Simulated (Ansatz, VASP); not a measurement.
Two plane-wave programs on BaS

File POSCAR:

```
BaS
1.0
    0.0000000000      3.5194117709      3.5194117709
    3.5722029475      0.0000000000      3.5194117709
    3.5722029475      3.5194117709      0.0000000000
Ba S
1 1
Direct
    0.0000000000      0.0000000000      0.0000000000
    0.2500000000      0.2500000000      0.2500000000
```

Contents of INCAR.step1:

```
PREC = Accurate
ENCUT = 520
ISMEAR = 0
SIGMA = 0.01
LREAL = False
LASPH = True
NELM = 100
NBANDS = 15
GGA = PE
ALGO = Normal
EDIFF = 1E-4
LWAVE = True
LCHARG = False
```

INCAR.step2

```
PREC = Accurate
ENCUT = 520
EDIFF = 1E-7
ISMEAR = 0
SIGMA = 0.01
LREAL = False
LASPH = True
NELM = 100
ALGO = Normal
ISIF = 2
LWAVE = False
LCHARG = False
METAGGA = R2SCAN
LMIXTAU = True
NBANDS = 15
ISTART = 1
```

File KPOINTS:

```
regular mesh
0
Gamma
  6 6 6
```

Input for Ansatz:

```yaml
crystal:
  lattice:
    - [0.0, 3.5194117709, 3.5194117709]
    - [3.5722029475, 0.0, 3.5194117709]
    - [3.5722029475, 3.5194117709, 0.0]
  atoms:
    - { symbol: Ba, position: [0.0, 0.0, 0.0] }
    - { symbol: S, position: [0.25, 0.25, 0.25] }
kpoints:
  mp_grid: { grid: [6, 6, 6] }
  band_path:
    path:
      - [0.0, 0.0, 0.0]
      - [-0.5, -0.5, 0.0]
      - [-0.375, -0.375, 0.25]
      - [-0.375, 0.0, 0.375]
      - [0.0, 0.0, 0.5]
      - [-0.5, -0.25, 0.25]
      - [0.239583, -0.5, -0.260417]
    npoints: 1
hamiltonian:
  xc: r2scan
scf:
  occupations: { method: fixed }
  n_extra_bands: 4
output:
  forces: true
  stress: true
  eigenvalues: true
```

Change from the starting cell: uniaxial_x strain +1.5%.

Alike in both runs: task single point; functional r2SCAN; k mesh 6 × 6 × 6; no spin polarisation.

```csv
,VASP,Ansatz
version,VASP 6.6.1,Ansatz 0.2.0
potentials or method,"VASP PAW PBE potentials, release 64 (Ba_sv, S)","plane waves, PAW"
plane-wave cutoff (eV),520,500
occupations,"gaussian, width 0.01 eV",fixed
valence electrons in the cell,16,16
```

```csv
,VASP,Ansatz,Ansatz less VASP
gap on the k mesh at the Fermi level (eV),3.05,3.04,-0.013
pressure (GPa),0.0,-0.4,-0.39
```

Caveats: the PAW data sets were made with another functional, which shifts forces and pressure a little (VASP); spin-orbit coupling is left out, which moves the levels of the heavy elements. A k mesh can miss the band edges.
